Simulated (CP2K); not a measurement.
Crystal: BN.

```xyz
4
Lattice="2.4982 0.0000 0.0000 -1.2491 2.1635 0.0000 0.0000 0.0000 6.6357" Properties=species:S:1:pos:R:3 pbc="T T T"
N     1.2491    0.7212    1.6589
N     0.0000    1.4424    4.9768
B     1.2491    0.7212    4.9768
B     0.0000    1.4424    1.6589
```

Base run:

```yaml
Program: CP2K 2026.2
Functional: BEEF-vdW
Potentials_or_basis: POTENTIAL_UZH N GTH-PBE-q5, B GTH-PBE-q3; TZVP-MOLOPT-PBE-GTH basis
Density_cutoff: 9184 eV
k_mesh: 12 × 12 × 4
Occupations: fermi-dirac, width 0.05 eV
Spin: no spin polarisation
```

Its results: band gap on the k mesh 4.50 eV, indirect (least direct gap 4.81 eV); pressure 1.4 GPa.

Task: After a change of settings the same cell gave: band gap on the k mesh 4.17 eV, indirect (least direct gap 4.56 eV); pressure 4.2 GPa. Which change was it?
A. functional from BEEF-vdW to optB88-vdW
B. functional from BEEF-vdW to RPBE
C. functional from BEEF-vdW to MS2
D. functional from BEEF-vdW to PBEsol

Result: D.

Caveats: the potentials were made for another functional, which shifts forces and pressure; the basis of atomic orbitals isn't converged, which shifts pressures, moduli and gaps; this functional lacks dispersion, which binds the layers, so the pressure and a relaxed spacing across them are unreliable (some runs).

Runs at the PBE level aren't shown here.
